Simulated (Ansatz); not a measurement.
Input and command of a calculation in Ansatz (plane waves; scalar-relativistic PAW potentials unless the input names others):

```yaml
crystal:
  lattice:
    - [3.4518248868, 0.0, 0.0]
    - [0.0, 3.2858717672, 0.0]
    - [0.0, 0.0, 3.2858717672]
  atoms:
    - { symbol: Ta, position: [0.0, 0.0, 0.0] }
    - { symbol: Ta, position: [0.5, 0.5, 0.5] }
basis:
  ecutwfc: 420
kpoints:
  mp_grid: { grid: [16, 16, 16] }
hamiltonian:
  xc: pbe
scf:
  occupations: { method: gaussian, width: 0.1 }
  max_iter: 1
output:
  forces: true
  eigenvalues: true
  stress: true
relax:
  adjacent_minimum: "off"
  f_tol: 0.008
  max_steps: 40
  cell: { stress_tol: 0.015, fix: [a, angles] }
```

```bash
ansatz run input.yaml --threads 1 --pin off --max-ram 2560MiB --backend cpu --events-out ev --progress --plain --runs-dir out
```

Abridged log:
```
The last accepted step is kept in <dir> (removed where the run ends without a failure and the disk answers)
Pseudopotentials: kind: paw
Pseudopotential: Ta, paw, valence charge 13, recommended cutoff 420 eV (normal)
Functional definition: PBE
Crystal: 2 atoms, lattice volume = 37.269 Å³
Basis set: ecut = 420 eV, 739 PW (Γ), exchange–correlation on 48×48×48 points (8 copies of the dense FFT grid, shifted against one another)
Bands: 17, of which v1, the nominal top of the filled ones, is band 13 counted from 1 (12 counted from 0)
Symmetry: 32 space group operations
Space group: I4/mmm (ITA 139), of the structure as read, at distance tolerance 3.3e-5 Å
k-points: 405 of 4096
Initial density: superposition of atomic densities (neutral atoms: chi_scale 0, normalization atom), corrected by the library's trained network
Initial wavefunctions: pseudopotential atomic-orbital guess
Functional: x = pbe(κ = 0.804, μ = 0.21951497), c = pbe(β = 0.06672455)
SCF iter   1: F=—  HF=-19864.480676 eV  |F-HF|=—  |Δ(HF+E_count)|=         —  Δρ=2.06e-3  dr2=4.82e-4  ethr=1.77e-3  ⟨swp⟩=4.2  Hψ=66115  notcnv=0
```

Task: What is wrong with this input?

Result: The fault is too few SCF iterations (scf.max_iter: not typed → 1, the first being the value of the sound run). Setting it back cures it. The log, from which this was withheld above, says: «Error: did not converge after 1 iterations: dr2 = 4.82e-4 (threshold 1.00e-7), under the density mixer `msr1`, which `scf.mixing.algorithm: auto` chose by the deck's other keys (type `scf.mixing.algorithm: msr1` to keep it); raise `scf.max_iter`, which need not help a stalled SCF, or adjust the mixing (`scf.mixing`) or, under a smearing, its width (`scf.occupations.width` …» The run stopped without converging. A reference run from the same start on usual settings converged, and the end of its own relaxation has pressure -1.76 GPa, largest force 0.000 eV/Å, no gap on the mesh (its cell was held, or driven to that pressure on purpose).

Time: 2.9 s on 1 thread of Intel(R) Xeon(R) 6975P-C (Granite Rapids), on a shared host, peak memory 0.52 GiB.